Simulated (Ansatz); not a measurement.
**Nudged elastic band run: Si**

input.yaml

```yaml
crystal:
  lattice:
    - [0.0, 5.43, 5.43]
    - [5.43, 0.0, 5.43]
    - [5.43, 5.43, 0.0]
  atoms:
    - { symbol: Si, position: [0.00249863, 0.00254379, 0.00259346] }
    - { symbol: Si, position: [0.12516462, 0.12541445, 0.12570513] }
    - { symbol: Si, position: [0.00190626, 0.00192327, 0.4944297] }
    - { symbol: Si, position: [0.1280873, 0.12806769, 0.62235922] }
    - { symbol: Si, position: [0.00200686, 0.49412776, 0.00204762] }
    - { symbol: Si, position: [0.12812728, 0.62226787, 0.12808338] }
    - { symbol: Si, position: [-0.00123477, 0.50045418, 0.50048547] }
    - { symbol: Si, position: [0.12796698, 0.62193054, 0.62205573] }
    - { symbol: Si, position: [0.49386874, 0.00211345, 0.00213718] }
    - { symbol: Si, position: [0.62218272, 0.12814779, 0.12812342] }
    - { symbol: Si, position: [0.50045793, -0.00128553, 0.50052194] }
    - { symbol: Si, position: [0.62188311, 0.12795084, 0.62211693] }
    - { symbol: Si, position: [0.50049583, 0.50052857, -0.00134515] }
    - { symbol: Si, position: [0.62195014, 0.62205863, 0.12793515] }
    - { symbol: Si, position: [0.50030874, 0.50031653, 0.50032665] }
    - { symbol: Si, position: [0.62497852, 0.62494026, 0.62489462] }
    - { symbol: Si, position: [0.87518281, 0.87540729, 0.87566315] }
basis:
  ecutwfc: 420.0
kpoints:
  mp_grid: { grid: [2, 2, 2] }
hamiltonian:
  xc: pbesol
scf:
  occupations: { method: gaussian, width: 0.02 }
  lower_state_search: "off"
neb:
  images: 3
  f_tol: 0.03
  initial_path: linear
  max_iterations: 80
  spring: 1.0
  final_atoms:
    - { symbol: Si, position: [-0.00065867, 0.00035764, -0.00022932] }
    - { symbol: Si, position: [0.12382989, 0.12496925, 0.12428335] }
    - { symbol: Si, position: [0.00219253, 0.00342697, 0.49676721] }
    - { symbol: Si, position: [0.12379703, 0.12491416, 0.62616115] }
    - { symbol: Si, position: [0.00219759, 0.49745129, 0.00270697] }
    - { symbol: Si, position: [0.12382243, 0.6267476, 0.12426873] }
    - { symbol: Si, position: [0.00220151, 0.49740228, 0.49675564] }
    - { symbol: Si, position: [0.13040069, 0.62336518, 0.62265306] }
    - { symbol: Si, position: [0.49631028, 0.00339947, 0.00267361] }
    - { symbol: Si, position: [0.6257307, 0.12491503, 0.12422061] }
    - { symbol: Si, position: [0.4962784, 0.00340648, 0.4967048] }
    - { symbol: Si, position: [0.62210949, 0.1318206, 0.62256681] }
    - { symbol: Si, position: [0.49630518, 0.49740049, 0.00268236] }
    - { symbol: Si, position: [0.62213213, 0.62331036, 0.13103084] }
    - { symbol: Si, position: [0.49907702, 0.50051343, 0.49971893] }
    - { symbol: Si, position: [0.6221242, 0.62329639, 0.62257903] }
    - { symbol: Si, position: [0.74905413, 0.75052782, 0.74971483] }
  order_check: true
```

Run as:

```bash
$ ansatz run input.yaml --threads 1 --pin off --max-ram 3072MiB --backend cpu --events-out ev --progress --plain --runs-dir out
```

Output, in part (warnings, iteration lines):

```
NEB end point (image 0): max|allowed force component| = 1.583e-2 eV/Å (the criterion of neb.relax_end_points is 1.000e-2)
NEB end point (image 4): max|allowed force component| = 1.567e-3 eV/Å (the criterion of neb.relax_end_points is 1.000e-2)
NEB iter   1: max|band force component| = 1.529e0 eV/Å  barrier→ = 0.9752 eV  barrier← = 0.9754 eV  Δτ_max = 0.1260 Å  (35 SCF iters)
NEB iter   2: max|band force component| = 5.999e-1 eV/Å  barrier→ = 0.4900 eV  barrier← = 0.4902 eV  Δτ_max = 0.1752 Å  (20 SCF iters)
NEB iter   3: max|band force component| = 1.649e-1 eV/Å  barrier→ = 0.3170 eV  barrier← = 0.3171 eV  CI = image 2  Δτ_max = 0.1957 Å  (20 SCF iters)
NEB iter   4: max|band force component| = 3.390e-1 eV/Å  barrier→ = 0.3229 eV  barrier← = 0.3231 eV  CI = image 2  Δτ_max = 0.1000 Å  (19 SCF iters)
NEB iter   5: max|band force component| = 8.528e-2 eV/Å  barrier→ = 0.3118 eV  barrier← = 0.3120 eV  CI = image 2  Δτ_max = 0.1297 Å  (18 SCF iters)
NEB iter   6: max|band force component| = 1.113e-1 eV/Å  barrier→ = 0.3095 eV  barrier← = 0.3096 eV  CI = image 2  Δτ_max = 0.0655 Å  (19 SCF iters)
NEB iter   7: max|band force component| = 8.401e-2 eV/Å  barrier→ = 0.3074 eV  barrier← = 0.3076 eV  CI = image 2  Δτ_max = 0.1028 Å  (16 SCF iters)
NEB iter   8: max|band force component| = 5.595e-2 eV/Å  barrier→ = 0.3024 eV  barrier← = 0.3025 eV  CI = image 2  Δτ_max = 0.1300 Å  (17 SCF iters)
[... lines left out ...]
```

The run converged. The band force fell under the threshold earlier too, but the program's further tests of the path sent the band on. By the program's own check the climbing image is a first-order saddle point (lowest curvatures found: -0.30 and 0.70 eV/Å²). Limits of this set-up: coarse k mesh.

Final band (atoms are numbered from 1 in the order of the input):

```tsv
image	path coordinate (Å)	energy (eV)	Si1–Si17 (Å)	Si16–Si17 (Å)
0	0.00	0.000	2.39	4.70
1	0.92	0.288	2.53	4.09
2	1.84	0.295	3.10	3.08
3	2.62	0.191	4.01	2.51
4	3.41	0.000	4.70	2.39
```

Time of the run: 28 min on 1 thread of Arm Neoverse V1 (shared host), peak memory 0.76 GiB.
